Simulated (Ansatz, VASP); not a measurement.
## One calculation of Al, two programs

INCAR

```
PREC = Accurate
ENCUT = 520
EDIFF = 1E-6
ISMEAR = 0
SIGMA = 0.1
LREAL = False
LASPH = True
NELM = 100
ALGO = Normal
ISIF = 2
LWAVE = False
LCHARG = True
GGA = PS
LELF = True
LVHAR = True
NBANDS = 8
```

The input KPOINTS:

```
regular mesh
0
Gamma
  15 15 14
```

POSCAR

```
Al
1.0
    2.7401859211     -0.0000205280      0.0139591569
   -1.3701107383      2.3731014107      0.0000000000
    1.3824121971      0.7981360542      2.3985244131
Al
1
Direct
    0.0000000000      0.0000000000      0.0000000000
```

Input for Ansatz:

```yaml
crystal:
  lattice:
    - [2.7401859211, -2.0528e-05, 0.0139591569]
    - [-1.3701107383, 2.3731014107, 0.0]
    - [1.3824121971, 0.7981360542, 2.3985244131]
  atoms:
    - { symbol: Al, position: [0.0, 0.0, 0.0] }
basis:
  ecutwfc: 420
kpoints:
  mp_grid: { grid: [15, 15, 14] }
hamiltonian:
  xc: pbesol
scf:
  occupations: { method: gaussian, width: 0.1 }
output:
  forces: true
  stress: true
  eigenvalues: true
```

Change from the starting cell: band edges of the strained film's bulk.

Alike in both runs: task single point; functional PBEsol; k mesh 15 × 15 × 14; occupations gaussian, width 0.1 eV; no spin polarisation.

|  | VASP | Ansatz |
| --- | --- | --- |
| version | VASP 6.6.1 | Ansatz 0.2.0 |
| potentials or method | VASP PAW PBE potentials, release 64 (Al) | scalar-relativistic, plane waves, PAW |
| plane-wave cutoff (eV) | 520 | 420 |
| valence electrons in the cell | 3 | 3 |

Ansatz gave:

| Item | Value |
| --- | --- |
| gap on the k mesh at the Fermi level (eV) | none |
| pressure (GPa) | 4.3 |
| largest component of the traceless stress (GPa) | 4.24 |

Q: Which values does VASP return?

A: gap on the k mesh at the Fermi level (eV): none; pressure (GPa): 4.4; largest component of the traceless stress (GPa): 4.28.

A gap of «none» marks a metal or a gap that the smearing closes.

Caveats: the PAW data sets were made with another functional, which shifts forces and pressure a little (VASP).
